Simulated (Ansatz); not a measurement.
**AlN in Ansatz: the effect of functional**

The system is AlN.

```
Al N
1.0
     0.00000    2.18399    2.18399
     2.18399    0.00000    2.18399
     2.18399    2.18399    0.00000
Al N
1 1
Direct
  0.00000 0.00000 0.00000
  0.25000 0.25000 0.25000
```

Measurements of this composition are mostly on another form, of space group No. 186.

Alike in all runs:

* Program: Ansatz 0.2.0
* Task: single point
* Potentials or basis: all-electron PAW datasets made for the crystal
* k mesh: 6 × 6 × 6
* Occupations: fermi-dirac, width 0.05 eV
* Spin: no spin polarisation

| functional | cutoff | gap on the mesh (eV) | pressure (GPa) |
| --- | --- | --- | --- |
| PBE | 360 eV (chosen from the basis error) | ? | ? |
| HSE06 | 470 eV (chosen from the basis error) | 4.55 | -0.5 |
| PBE0 | 470 eV (chosen from the basis error) | 5.28 | -0.5 |

What does the run with functional PBE give?

gap on the mesh 3.32 eV; pressure 4.8 GPa.

A k mesh can miss the band edges.

The runs don't all hold the same shells in valence.
